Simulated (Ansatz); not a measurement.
**Nb, one cell by several methods**

```
Nb
1.0
     0.00000    2.95626    2.95626
     2.95626    0.00000    2.95626
     2.95626    2.95626    0.00000
Nb
2
Cartesian
  0.0000 0.0000 0.0000
  1.4781 1.4781 1.4781
```

Atom numbers follow the list: Nb1, Nb2.

The structure comes from a relaxation in the same program, started in the diamond type, and has space group Fd-3m. Whether it is a known phase or the ground state wasn't checked.

All numbers are computed: DFT, PBE, PAW with Ansatz's default frozen-core files, scalar-relativistic (Ansatz 0.2.0); DFT, PBE, all-electron PAW with datasets made for the crystal, scalar-relativistic (Ansatz 0.2.0); DFT, PBE, all-electron LAPW, scalar-relativistic (Ansatz 0.2.0).

For PAW: a Γ-centred 11×11×11 k mesh, Fermi–Dirac smearing of 0.08 eV, cutoff 420 eV, no spin polarisation. The crystal-made all-electron datasets (AE datasets) take a cutoff of 280 eV at this cell. LAPW targets a basis error of 0.5 meV/atom. The Ansatz runs share mesh, smearing and spin set-up. Plane-wave (PAW) pressures include the program's estimate of the Pulay term.

Stress and pressure are positive in compression.

Levels count from the Fermi level.

```tsv
quantity	PAW	AE datasets	LAPW
pressure (GPa)	-0.02	-0.01	-0.01
highest filled level at X (eV)	-0.691	-0.691	-0.691
lowest empty level at X (eV)	0.354	0.353	0.353
highest filled level at W (eV)	-0.387	-0.387	-0.387
lowest empty level at W (eV)	0.687	0.687	0.687
```

PAW's pressure differs from the LAPW value by about 0.01 GPa or less.
